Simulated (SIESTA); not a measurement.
Runs of SIESTA 5.4.2 on W. The structure is cubic, space group Im-3m (No. 229). The conventional cell has a = 3.165 Å, b = 3.165 Å, c = 3.165 Å, α = 90.00°, β = 90.00°, γ = 90.00°. W (site symmetry m-3m) has 8 W at 2.74 Å as nearest neighbours. 

```tsv
task	level	potentials or basis	cell	gap on the mesh (eV)	pressure (GPa)	V0 of scaled cells (Å³/atom)	B0 (GPa)
single point	PBE	PseudoDojo 0.4 standard (PBE files), DZP (energy shift 0.003 Ry; two zetas on semicore shells)	as given	none	9.9	-	-
equation of state	PBEsol	PseudoDojo 0.4 standard (PBEsol files), DZP (energy shift 0.003 Ry; two zetas on semicore shells)	as given	-	-	15.89	337
single point	PBEsol	PseudoDojo 0.4 standard (PBEsol files), DZP (energy shift 0.003 Ry; two zetas on semicore shells)	as given	none	0.9	-	-
single point	PBE	PseudoDojo 0.4 standard (PBE files), DZP (energy shift 0.003 Ry; two zetas on semicore shells)	cell strained at random at fixed volume	none	10.2	-	-
band structure	PBEsol	PseudoDojo 0.4 standard (PBEsol files), DZP (energy shift 0.003 Ry; two zetas on semicore shells)	as given	none	0.9	-	-
equation of state	PBE	PseudoDojo 0.4 standard (PBE files), DZP (energy shift 0.003 Ry; two zetas on semicore shells)	as given	-	-	(b)	(a)
single point	PBEsol	PseudoDojo 0.4 standard (PBEsol files), DZP (energy shift 0.003 Ry; two zetas on semicore shells)	cell strained at random at fixed volume	none	1.3	-	-
```

Alike in all rows: no spin polarisation; k mesh 12 × 12 × 12; smearing fermi-dirac 0.05 eV; grid cutoff 800 Ry; energy shift 0.003 Ry.

Task: Estimate the missing entries.

Result: (a) 318; (b) 16.32.

Caveats: short orbitals over semicore shells can move pressures by several GPa; the basis of atomic orbitals isn't converged, which shifts pressures, moduli and gaps; spin-orbit coupling is left out, which moves the levels of the heavy elements (some runs).

A k mesh can miss the band edges, and the runs leave out spin-orbit coupling on W.

A gap of «none» marks a metal or a gap under the smearing width.
